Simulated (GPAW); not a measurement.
# NaH (Fm-3m) in GPAW: equation of state

Aim: energy against volume of NaH in PBEsol, for its equilibrium volume and stiffness.

All numbers are computed with GPAW 26.7.0; they aren't measurements. Logs are shortened: lines on timing, memory, paths and dates and some standing lists are left out, and cuts for length are marked. The log counts tension as positive stress, the text compression.

### 1 The structure

Symmetry: Fm-3m, No. 225, cubic system. The conventional cell has a = 4.880 Å, b = 4.880 Å, c = 4.880 Å, α = 90.00°, β = 90.00°, γ = 90.00°. Na (site symmetry m-3m) has 6 H at 2.44 Å as nearest neighbours. Around H (site symmetry m-3m) lie 6 Na at 2.44 Å.

### 2 Equation of state, PBEsol

Contents of run.py:

```python
from ase import Atoms
from ase.eos import EquationOfState
from ase.io import Trajectory
from ase.units import GPa
from gpaw import GPAW, PW, setup_paths

setup_paths.insert(0, '.')

atoms = Atoms(['Na', 'H'],
              cell=[[0.0, 2.44, 2.44],
                    [2.44, 0.0, 2.44],
                    [2.44, 2.44, 0.0]],
              scaled_positions=[[0.0, 0.0, 0.0],
                                [0.5, 0.5, 0.5]],
              pbc=True)

traj = Trajectory('eos.traj', 'w')
volumes, energies = [], []
for x in [0.94, 0.96, 0.98, 1.0, 1.02, 1.04, 1.06]:
    a = atoms.copy()
    a.set_cell(atoms.cell * x**(1 / 3), scale_atoms=True)
    calc = GPAW(mode=PW(800),
                xc='PBEsol',
                kpts={'size': (9, 9, 9), 'gamma': True},
                occupations={'name': 'fermi-dirac', 'width': 0.05},
                nbands=11,
                convergence={'density': 1e-05, 'energy': 1e-05},
                maxiter=150,
                txt=f'eos-{x:.2f}.txt')
    a.calc = calc
    energies.append(a.get_potential_energy(force_consistent=True))
    volumes.append(a.get_volume())
    p = -a.get_stress()[:3].mean() / GPa
    calc.write(f'eos-{x:.2f}.gpw')
    traj.write(a)
    print(f'{x:.2f} {volumes[-1]:10.4f} A^3 {energies[-1]:14.6f} eV {p:9.3f} GPa', flush=True)

v0, e0, B = EquationOfState(volumes, energies, eos='birchmurnaghan').fit()
print(f'V0 = {v0:.4f} A^3, E0 = {e0:.6f} eV, B0 = {B / GPa:.2f} GPa')
```

Potentials or basis: PAW data sets generated in the run's folder for this functional, pw.

Run with:

```console
> gpaw-setup -f PBEsol H Na
> OMP_NUM_THREADS=1 python run.py
```

The program printed:

```text
__  _  _
 | _ |_)|_||  |
 |__||  | ||/\| - 26.7.0

Input parameters:
  mode=PW(ecut=800.0),
  convergence={'density': 1e-05, 'energy': 1e-05},
  kpts=MonkhorstPack(size=(9, 9, 9), gamma=True),
  maxiter=150,
  nbands=11,
  occupations=Occupations(name='fermi-dirac', width=0.05),
  xc=XC(name='PBEsol')

Diagonalizing LCAO Hamiltonian
Converting LCAO to pw mode

               H

       Na

Atoms  # Å, Bohr magnetons
|   | symbol |        x |        y |        z |    initial magnetic moments |
|---|--------|----------|----------|----------|-----------------------------|
| 0 |     Na | 0.000000 | 0.000000 | 0.000000 | ( 0.0000,  0.0000,  0.0000) |
| 1 |      H | 2.390190 | 2.390190 | 2.390190 | ( 0.0000,  0.0000,  0.0000) |

Unit cell  # Å
| periodic |        x |        y |        z |  lengths |    angles |
|----------|----------|----------|----------|----------|-----------|
|      yes | 0.000000 | 2.390190 | 2.390190 | 3.380239 | 60.000000 |
|      yes | 2.390190 | 0.000000 | 2.390190 | 3.380239 | 60.000000 |
|      yes | 2.390190 | 2.390190 | 0.000000 | 3.380239 | 60.000000 |

Number of symmetries: 48
Symmetry operations  # r_c * U_cc + t_c -> r_c
|    | kind |            matrix            |
|----|------|------------------------------|
|  0 |  σ   |  1, 0, 0,  1, 0,-1,  1,-1, 0 |
|  1 |  C2  |  1, 0, 0,  1,-1, 0,  1, 0,-1 |
|  2 |  E   |  1, 0, 0,  0, 1, 0,  0, 0, 1 |
|  3 |  σ   |  1, 0, 0,  0, 0, 1,  0, 1, 0 |
|  4 |  C4  |  1, 0,-1,  1, 0, 0,  1,-1, 0 |
|  5 |  S6  |  1, 0,-1,  1,-1, 0,  1, 0, 0 |
|  6 |  σ   |  1, 0,-1,  0, 1,-1,  0, 0,-1 |
|  7 |  C3  |  1, 0,-1,  0, 0,-1,  0, 1,-1 |
|  8 |  S6  |  1,-1, 0,  1, 0, 0,  1, 0,-1 |
|  9 |  C4  |  1,-1, 0,  1, 0,-1,  1, 0, 0 |
| 10 |  C3  |  1,-1, 0,  0,-1, 1,  0,-1, 0 |
| 11 |  σ   |  1,-1, 0,  0,-1, 0,  0,-1, 1 |
| 12 |  σ   |  0, 1, 0,  1, 0, 0,  0, 0, 1 |
| 13 |  C4  |  0, 1, 0,  0, 1,-1, -1, 1, 0 |
| 14 |  C3  |  0, 1, 0,  0, 0, 1,  1, 0, 0 |
| 15 |  S6  |  0, 1, 0, -1, 1, 0,  0, 1,-1 |
| 16 |  C2  |  0, 1,-1,  1, 0,-1,  0, 0,-1 |
| 17 |  σ   |  0, 1,-1,  0, 1, 0, -1, 1, 0 |
| 18 |  S4  |  0, 1,-1,  0, 0,-1,  1, 0,-1 |
| 19 |  C4  |  0, 1,-1, -1, 1, 0,  0, 1, 0 |
| 20 |  C3  |  0, 0, 1,  1, 0, 0,  0, 1, 0 |
| 21 |  σ   |  0, 0, 1,  0, 1, 0,  1, 0, 0 |
| 22 |  S6  |  0, 0, 1,  0,-1, 1, -1, 0, 1 |
| 23 |  C4  |  0, 0, 1, -1, 0, 1,  0,-1, 1 |
| 24 |  S4  |  0, 0,-1,  1, 0,-1,  0, 1,-1 |
| 25 |  C3  |  0, 0,-1,  0, 1,-1,  1, 0,-1 |
| 26 |  C2  |  0, 0,-1,  0,-1, 0, -1, 0, 0 |
| 27 |  S6  |  0, 0,-1, -1, 0, 0,  0,-1, 0 |
| 28 |  S4  |  0,-1, 1,  1,-1, 0,  0,-1, 0 |
| 29 |  C4  |  0,-1, 1,  0, 0, 1, -1, 0, 1 |
| 30 |  C2  |  0,-1, 1,  0,-1, 0,  1,-1, 0 |
| 31 |  σ   |  0,-1, 1, -1, 0, 1,  0, 0, 1 |
| 32 |  C3  |  0,-1, 0,  1,-1, 0,  0,-1, 1 |
| 33 |  S6  |  0,-1, 0,  0, 0,-1, -1, 0, 0 |
| 34 |  S4  |  0,-1, 0,  0,-1, 1,  1,-1, 0 |
| 35 |  C2  |  0,-1, 0, -1, 0, 0,  0, 0,-1 |
| 36 |  C2  | -1, 1, 0,  0, 1, 0,  0, 1,-1 |
| 37 |  S6  | -1, 1, 0,  0, 1,-1,  0, 1, 0 |
| 38 |  S4  | -1, 1, 0, -1, 0, 1, -1, 0, 0 |
| 39 |  C3  | -1, 1, 0, -1, 0, 0, -1, 0, 1 |
| 40 |  S6  | -1, 0, 1,  0, 0, 1,  0,-1, 1 |
| 41 |  C2  | -1, 0, 1,  0,-1, 1,  0, 0, 1 |
| 42 |  C3  | -1, 0, 1, -1, 1, 0, -1, 0, 0 |
| 43 |  S4  | -1, 0, 1, -1, 0, 0, -1, 1, 0 |
| 44 |  C2  | -1, 0, 0,  0, 0,-1,  0,-1, 0 |
| 45 |  i   | -1, 0, 0,  0,-1, 0,  0, 0,-1 |
| 46 |  σ   | -1, 0, 0, -1, 1, 0, -1, 0, 1 |
| 47 |  C2  | -1, 0, 0, -1, 0, 1, -1, 1, 0 |

BZ-sampling:
  Number of BZ points: 729
  Number of IBZ points: 35

  Monkhorst-Pack size: [9, 9, 9]
  Monkhorst-Pack shift: [0, 0, 0]

K-points  # in reciprocal-cell coordinates
|     |                                coordinates |     weight |
|-----|--------------------------------------------|------------|
|   0 | (  0.00000000,   0.00000000,   0.00000000) | 0.00137174 |
|   1 | (  0.11111111,   0.11111111,   0.00000000) | 0.00823045 |
|   2 | (  0.11111111,   0.11111111,   0.11111111) | 0.01097394 |
|   3 | (  0.22222222,   0.11111111,   0.11111111) | 0.01646091 |
|   4 | (  0.22222222,   0.22222222,   0.00000000) | 0.00823045 |
|   5 | (  0.22222222,   0.22222222,   0.11111111) | 0.03292181 |
|   6 | (  0.22222222,   0.22222222,   0.22222222) | 0.01097394 |
|   7 | (  0.33333333,   0.22222222,   0.11111111) | 0.03292181 |
|   8 | (  0.33333333,   0.22222222,   0.22222222) | 0.03292181 |
|   9 | (  0.33333333,   0.33333333,  -0.33333333) | 0.01646091 |
| ... |                                            |            |
|  34 | (  0.44444444,   0.44444444,   0.44444444) | 0.01097394 |

Plane wave coefficients: 1420
Cutoff: 800.0 eV

Spin-components: 1 (collinear spins)
Bands:           11
Projectors:      8
Spin-degeneracy: 2
Datatype:        complex128

Parallelization:
  kpt:    1
  domain: 1
  band:   1

Density:
  Valence electrons: 8.0
  Components: 1
  Grid points: [24 24 24]
  Charge: 0.0  # |e|

Potential:
  Grid points: [24 24 24]

species:
  Na:
    name:    Sodium
    Z:       11.0
    valence: 7
    core:    4
    charge:  0.0  # [|e|]
    compensation charges:
      type: gauss
      rc: 0.37  # [Å]
      lmax: 2
    cutoffs:
      filter: 2.17  # [Å]
      core: 2.59  # [Å]
    projectors
    | kind |    occ | energy [eV] | rcut [Å] |
    |------|--------|-------------|----------|
    |   3s |  1.000 |      -2.705 |    1.201 |
    |   2p |  6.000 |     -28.654 |    1.217 |
    |   3p |  0.000 |      -0.730 |    1.217 |
    |    s |        |      24.506 |    1.201 |
    |    d |        |       0.000 |    1.238 |

    Using partial waves for Na as LCAO basis

  H:
    name:    Hydrogen
    Z:       1.0
    valence: 1
    core:    0
    charge:  0.0  # [|e|]
    compensation charges:
      type: gauss
      rc: 0.15  # [Å]
      lmax: 2
    cutoffs:
      filter: 0.85  # [Å]
      core: 0.53  # [Å]
    projectors
    | kind |    occ | energy [eV] | rcut [Å] |
    |------|--------|-------------|----------|
    |   1s |  1.000 |      -6.334 |    0.476 |
    |    s |        |      20.878 |    0.476 |
    |    p |        |       0.000 |    0.476 |

    Using partial waves for H as LCAO basis

Reference energy: -4420.226934  # eV

eigensolver:
  PPCG
  Converge bands: occupied
  niter=2

density mixing:
  MSR1-Mixer
  Pratt-step length: 0.05
  Maximum mixing coefficient: 0.75
  Old densities: 10
  SVD Regularization: 0.005
  Good broyden scale: 1.0
  Trust region scale: 1.0
  Backstep threshold: 4.0
  History deletion threshold: 6.0
  Fourier metric: weight=20.0, sigma=0.015

occupation numbers:
  Fermi-Dirac:
    width: 0.0500  # eV

poisson solver:
  ecut: 6400.0  # eV

xc functional:
  name: PBEsol with 2 nearest neighbor stencil

convergence criteria:
- Maximum integral of absolute [dens]ity change: 1e-05 electrons / valence electron
- Maximum [total energy] change in last 3 cyles: 1e-05 eV / valence electron
- Maximum integral of absolute [eigenst]ate change: 4e-08 eV^2 / valence electron
maximum number of iterations: 150

SCF iterations
|iter     | |      energy | eigst |  dens |
|---------|-|-------------|-------|-------|
|iter:   1| |   -5.570279 | -0.52 |       |
|iter:   2| |   -5.517651 | -3.50 | -1.02 |
|iter:   3| |   -5.214704 | -2.58 | -1.05 |
|iter:   4| |   -5.210359 | -3.76 | -1.74 |
|iter:   5| |   -5.210773 | -4.60 | -2.25 |
|iter:   6| |   -5.210775 | -6.51 | -3.32 |
|iter:   7| |   -5.210775c| -8.49c| -4.10 |
|iter:   8| |   -5.210775c| -7.86c| -4.55 |
|iter:   9| |   -5.210775c| -9.49c| -6.28c|

Converged in 9 steps
Energy contributions relative to reference atoms: (reference = -4420.226934)

Energy contributions:
  Kinetic:           5.604284
  Coulomb:          -5.532669
  Zero:             -0.032948
  External:          0.000000
  Xc:               -5.249442
  Entropy:          -0.000000
  Spinorbit:         0.000000
  ----------------------------
  Free energy:      -5.210775
  Extrapolated:     -5.210775

dipole moment: (-4.469630, -4.469630, -4.469630)  # |e|*Ang

Fermi level: 0.355
Eigenvalues  # (at kpt = [0.000, 0.000, 0.000])
| band index |      eig [eV] | occ [0-2] |
|------------|---------------|-----------|
|          0 |       -22.993 |     2.000 |
|          1 |       -22.993 |     2.000 |
|          2 |       -22.993 |     2.000 |
|          3 |        -4.834 |     2.000 |
|          4 |         9.688 |     0.000 |
|          5 |        14.612 |     0.000 |
|          6 |        14.612 |     0.000 |
|          7 |        14.612 |     0.000 |
|          8 |        15.692 |     0.000 |
|          9 |        15.692 |     0.000 |
|         10 |        15.692 |     0.000 |

Gap: 3.936 eV
Transition (v -> c):
  (s=0, k=21, n=3, [0.44, 0.33, -0.22]) -> (s=0, k=26, n=4, [0.44, 0.44, -0.44])
Direct/indirect transitions are different
Direct gap: 4.683 eV
Transition at: (s=0, k=26, n=3, [0.44, 0.44, -0.44])

Stress tensor  # eV/Ang^3
|         x |         y |         z |
|-----------|-----------|-----------|
| -0.001341 |  0.000000 |  0.000000 |
|  0.000000 | -0.001341 |  0.000000 |
|  0.000000 |  0.000000 | -0.001341 |

# Writing to eos-0.94.gpw (mode='')
```

stdout:

```text
0.94    27.3104 A^3      -5.210775 eV     0.215 GPa
0.96    27.8914 A^3      -5.210653 eV    -0.291 GPa
0.98    28.4725 A^3      -5.208788 eV    -0.748 GPa
1.00    29.0536 A^3      -5.205346 eV    -1.161 GPa
1.02    29.6346 A^3      -5.200473 eV    -1.535 GPa
1.04    30.2157 A^3      -5.194312 eV    -1.874 GPa
1.06    30.7968 A^3      -5.186978 eV    -2.181 GPa
V0 = 27.5599 A^3, E0 = -5.210948 eV, B0 = 24.12 GPa
```

eos-0.98.txt:

```text
SCF iterations
|iter     | |      energy | eigst |  dens |
|---------|-|-------------|-------|-------|
|iter:   1| |   -5.561301 | -0.54 |       |
|iter:   2| |   -5.509088 | -3.45 | -1.02 |
|iter:   3| |   -5.212106 | -2.57 | -1.05 |
|iter:   4| |   -5.208311 | -3.77 | -1.74 |
|iter:   5| |   -5.208785 | -4.58 | -2.24 |
|iter:   6| |   -5.208788 | -6.51 | -3.34 |
[... 40 lines left out ...]
Direct/indirect transitions are different
Direct gap: 4.592 eV
Transition at: (s=0, k=26, n=3, [0.44, 0.44, -0.44])

Stress tensor  # eV/Ang^3
|         x |         y |         z |
|-----------|-----------|-----------|
|  0.004666 | -0.000000 | -0.000000 |
| -0.000000 |  0.004666 |  0.000000 |
| -0.000000 |  0.000000 |  0.004666 |

# Writing to eos-0.98.gpw (mode='')
```

Run time: 90 s. Hardware: 1 thread of Arm Neoverse V1, shared host; peak memory 0.2 GiB.

What came out:

```yaml
Equilibrium_volume: 13.78 Å³/atom
Bulk_modulus: 24 GPa
Pressure_derivative_of_the_bulk_modulus: 3.8
```

Energy against volume, from the lowest point:
```tsv
volume (Å³/atom)	energy (meV/atom)
13.655	0.00
13.946	0.06
14.236	0.99
14.527	2.71
14.817	5.15
15.108	8.23
15.398	11.90
```
